Core electrons lie so close to a nucleus that their energies mark the element they belong to. The five levels below come from one crystal of strontium oxide (the word "sodium" in the caption belongs to the program's name). The candidates are strontium 1s, 2p3/2, 3s and 3d5/2, and oxygen 1s; the caption lists them, in mixed order, only by their row numbers in the full table that follows later. Which electron goes with which value? In a label such as 2p3/2, the number is the shell $n$, the letter gives the orbital angular momentum $l$, and the fraction is the total angular momentum $j$ of orbit and spin. Energies are counted from the highest occupied valence state, so a more negative level is a deeper one.

Core-level Kohn–Sham eigenvalues of rock-salt SrO, computed with exciting sodium (all-electron LAPW+lo, PBE, 9×9×9 k-mesh) at the given geometry. Energies are relative to the valence-band maximum. Core states are solved with the Dirac equation, which includes spin–orbit coupling; valence states are treated without it. Candidates: 2, 6, 10, 5, 1.

| row | core level (eV) |
| --- | --- |
| A | -503.1 |
| B | -324.6 |
| C | -118.2 |
| D | -1885.4 |
| E | -15922.1 |

The simplest limit is a single electron on a bare nucleus of charge $Z$, with the energy $-13.6\,Z^2/n^2$ eV. Other electrons of the atom repel it and make the level shallower, so this limit shows how deep a level can roughly be. For oxygen 1s it is 871 eV, and for the second shell of strontium 4912 eV. Level E lies far below both, and only strontium 1s can reach it.

Level D, at −1885 eV, is also too deep for oxygen. The fields of the neighbouring ions shift a level by something of the order of ten electronvolts, which doesn't close such a gap. D must therefore be the deepest strontium candidate still left. That is 2p3/2, because an electron in the second shell is bound more strongly than one in the third.

Levels A, B and C remain for oxygen 1s, strontium 3s and strontium 3d5/2. Of the two strontium levels 3s is the deeper, since an s electron spends part of its time close to the nucleus, inside the inner shells, and a 3d electron hardly does. The open question is where oxygen 1s fits in. The bare nucleus allows all three places, so the repulsion by the other electrons has to be estimated.

That repulsion acts in two ways. Electrons closer to the nucleus cancel part of its charge and weaken the pull on everything outside them. Electrons farther out barely change the pull, because a spherical shell of charge exerts no force on what lies inside it. They do raise the potential in the whole interior by a nearly constant amount, and this lifts the core levels.

Slater's rules turn this picture into numbers. They give each electron the energy of a hydrogen-like atom with a reduced nuclear charge, in units of 13.606 eV. For an oxygen atom with $x$ electrons in 1s and six in the second shell, the total energy is

$$E(x)=-x\,[8-0.30(x-1)]^2-6\left[\frac{8-0.85x-5\times0.35}{2}\right]^2 .$$

A level in a density-functional calculation is the derivative of the total energy with respect to the number of electrons in it, a result known as Janak's theorem. At $x=2$ the derivative is

$$-7.70^2+4(0.30)(7.70)+3(0.85)(4.55)=-59.29+9.24+11.60=-38.45 ,$$

which is −523 eV. The first term is the pull of the nucleus, slightly screened by the other 1s electron, the second the lift from the 1s shell itself, and the third the lift from the outer shell. The screening numbers are general rules for atoms and were not adjusted to these levels.

Level A, at −503 eV, is the natural partner, as the estimate is only 4% deeper. For oxygen 1s to be level B instead, the two lifts together would have to be 1.7 times as large: $(807-325)/(807-523)$, where 807 eV is the pull alone. Level C would demand still more.

The two levels already identified show how far the recipe can be trusted. It comes within 1% of level E and within about 7% of level D. The first agreement flatters it, because the estimate leaves out relativity, which would deepen a 1s level at a bare strontium nucleus by 393 eV. An accuracy of several per cent is a fairer reading, and that is ample for telling A from B.

Strontium 3s is a harder test. The recipe gives −198 eV, only 61% of level B, though the match with level A would be worse still, at 39%. The weakness has a plain origin: in strontium 3s the lifts cancel more than four fifths of the pull, so a modest error in either becomes a large error in what is left. In oxygen 1s about two thirds of the pull survives, and the estimate is correspondingly steadier.

The assignments thus differ in strength. E is certain, and D is certain as a second-shell level of strontium. A as oxygen 1s, with B as strontium 3s and C as strontium 3d, rests on the screening estimate and is well supported. The finer parts of the labels come from the list of candidates alone: a single value near −1885 eV doesn't reveal whether it is 2p3/2 or its partner 2p1/2, nor does C reveal its $j$.

The full set of levels carries the labels.

The rows with their labels:

| row | core level (eV) | core element | core shell |
| --- | --- | --- | --- |
| 1 | -503.1 | O | 1s1/2 |
| 2 | -15922.1 | Sr | 1s1/2 |
| 3 | -2147.8 | Sr | 2s1/2 |
| 4 | -1953.8 | Sr | 2p1/2 |
| 5 | -1885.4 | Sr | 2p3/2 |
| 6 | -324.6 | Sr | 3s1/2 |
| 7 | -254.2 | Sr | 3p1/2 |
| 8 | -243.7 | Sr | 3p3/2 |
| 9 | -120.1 | Sr | 3d3/2 |
| 10 | -118.2 | Sr | 3d5/2 |

All five assignments hold: A is oxygen 1s, B strontium 3s, C strontium 3d5/2, D strontium 2p3/2 and E strontium 1s. The table also shows one reason why the estimate for 3s was poor. Slater's rules treat 3s and 3p as one group, whereas the calculation places 3s some 70 eV below 3p1/2. Even against the average over the 3s and 3p electrons, −267 eV, the estimate is about a quarter too shallow, so the grouping explains only part of the error.

The partners that were absent from the first list now appear, and in each pair the level with the smaller $j$ is the deeper. This is spin-orbit coupling, the interaction of the electron's spin with its own orbital motion. The calculation leaves it out for the valence electrons, but the core levels come from the Dirac equation, which contains the coupling. The splitting is 68.4 eV for 2p, 10.5 eV for 3p and only 1.83 eV for 3d.

These splittings offer a separate test of the two kinds of screening. To leading order, a bare strontium nucleus would split 2p by 94.4 eV, and the calculation retains 72% of that. The 2p3/2 level itself retains only 38% of its bare-nucleus depth. If screening were no more than a smaller nuclear charge, the two figures would be tied together, because depth grows as $Z^2$ and splitting as $Z^4$: a depth of 38% would go with a splitting of about 15%.

The mismatch is what a nearly constant lift should produce. Spin-orbit coupling depends on the electric field, that is, on how steeply the potential changes, and not on its height. Outer shells raise the potential in the core without tilting it much, so they make the level shallower and leave its splitting almost untouched. Only the electrons farther in reduce the field.

In the third shell, inner electrons screen more of the nucleus. The 3p splitting keeps 38% of its bare-nucleus value and the 3d splitting only 20%. A 3p electron still dips in close to the nucleus, where the field is hardly screened, while a 3d electron mostly stays outside that region. The bare values fall in the same order, since the coupling is strongest close to the nucleus, where a 3p electron is found less often than a 2p electron, and a 3d electron less often still.

The same reasoning carries over to calcium oxide. Oxygen 1s would stay at much the same depth, because it belongs to the same nucleus, and the valence top from which it is counted also consists mainly of oxygen states in both crystals. The calcium levels would all be much shallower than their strontium counterparts, so that oxygen 1s would lie between the first and second shells of the metal instead of between the second and third. The doublets would close up even faster than the levels rise, as the fourth power of the charge suggests.

For work with measured spectra, these levels are a guide to order and rough spacing, not a table of binding energies. Photoemission generally finds core electrons more strongly bound than such levels suggest. The functional lets an electron partly repel itself, which makes the levels too shallow. In the experiment the other electrons relax around the hole, which a ground-state level leaves out, but this offsets the error only in part. The remaining error differs from level to level, so one common shift would not turn the column into a spectrum.
